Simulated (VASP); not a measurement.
## BrRb: single point with RPBE+D3(BJ)

The system is BrRb, in a box.

```xyz
2
Lattice="9.0000 0.0000 0.0000 0.0000 9.0000 0.0000 0.0000 0.0000 12.0000" Properties=species:S:1:pos:R:3 pbc="T T T"
Br    4.5130    4.5210    4.5616
Rb    4.5130    4.5210    7.5064
```

```yaml
Program: VASP 6.6.1
Task: single point
Functional: RPBE
Dispersion: D3(BJ)
Potentials_or_basis: VASP PAW PBE potentials, release 64 (Br, Rb_sv)
Cutoff: 520 eV
k_mesh: 1 × 1 × 1
Occupations: gaussian, width 0.01 eV
Spin: no spin polarisation
Further_INCAR_settings: ALGO = Normal; EDIFF = 1e-06
```

```json
{"Largest force": "0.122 eV/Å", "Gap between the frontier levels": "2.59 eV", "Dispersion energy per atom": "-0.192 eV"}
```

Forces on the atoms (eV/Å):
```
Br   0.000  0.000  0.122
Rb   0.000  0.000 -0.122
```

Levels at points of the mesh, in eV from the valence-band top:
```csv
k point,band 5,band 6,band 7,band 8,band 9,band 10,band 11,band 12
"(0.00, 0.00, 0.00)",-10.99,-0.23,0.00,0.00,2.59,4.34,4.57,4.57
```

Run time: 35 s on 1 thread of Intel(R) Xeon(R) 6975P-C (Granite Rapids), on a shared host, peak memory 0.81 GiB.

Caveat: the PAW data sets were made with another functional, which shifts forces and pressure a little.
